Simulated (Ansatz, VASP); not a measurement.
# One calculation of MgO (Periclase), two programs

The input POSCAR:

```
MgO
1.0
    0.0000000000      1.8116322958      1.8116322958
    1.8116322958      0.0000000000      1.8116322958
    1.8116322958      1.8116322958      0.0000000000
Mg O
1 1
Direct
    0.0000000000      0.0000000000      0.0000000000
    0.5000000000      0.5000000000      0.5000000000
```

INCAR.step1

```
PREC = Accurate
ENCUT = 520
ISMEAR = 0
SIGMA = 0.05
LREAL = F
LASPH = T
NELM = 60
NBANDS = 11
GGA = PE
ALGO = Normal
EDIFF = 1E-4
LWAVE = T
LCHARG = F
```

INCAR.step2

```
PREC = Accurate
ENCUT = 520
EDIFF = 1E-7
ISMEAR = 0
SIGMA = 0.05
LREAL = F
LASPH = T
NELM = 60
ALGO = Normal
ISIF = 2
LWAVE = F
LCHARG = F
METAGGA = R2SCAN
LMIXTAU = T
NBANDS = 11
ISTART = 1
```

The input KPOINTS:

```
Automatic mesh
0
Gamma
  10 10 10
```

Input for Ansatz:

```yaml
crystal:
  lattice:
    - [0.0, 1.8116322958, 1.8116322958]
    - [1.8116322958, 0.0, 1.8116322958]
    - [1.8116322958, 1.8116322958, 0.0]
  atoms:
    - { symbol: Mg, position: [0.0, 0.0, 0.0] }
    - { symbol: O, position: [0.5, 0.5, 0.5] }
basis:
  ecutwfc: 500
  ecutrho_ratio: 4
kpoints:
  mp_grid: { grid: [10, 10, 10] }
hamiltonian:
  xc: r2scan
scf:
  occupations: { method: gaussian, width: 0.05 }
output:
  forces: true
  stress: true
  eigenvalues: true
```

Alike in both runs: task single point; functional r2SCAN; k mesh 10 × 10 × 10; occupations gaussian, width 0.05 eV; no spin polarisation.

|  | VASP | Ansatz |
| --- | --- | --- |
| version | VASP 6.6.1 | Ansatz 0.2.0 |
| potentials or method | VASP PAW PBE potentials, release 64 (Mg, O) | scalar-relativistic, plane waves, PAW |
| plane-wave cutoff (eV) | 520 | 500 |
| valence electrons in the cell | 8 | 16 |

|  | VASP | Ansatz | Ansatz less VASP |
| --- | --- | --- | --- |
| gap on the k mesh at the Fermi level (eV) | 10.16 | 10.19 | +0.040 |
| least direct gap on the mesh (eV) | 11.63 | 11.65 | +0.016 |

With one functional, cell and mesh, what is left measures potentials, basis and numerics. The two sets of potentials don't hold the same shells in valence.

 A k mesh can miss the band edges. r2SCAN opens gaps a little over a GGA but as a rule still falls short of measured ones.
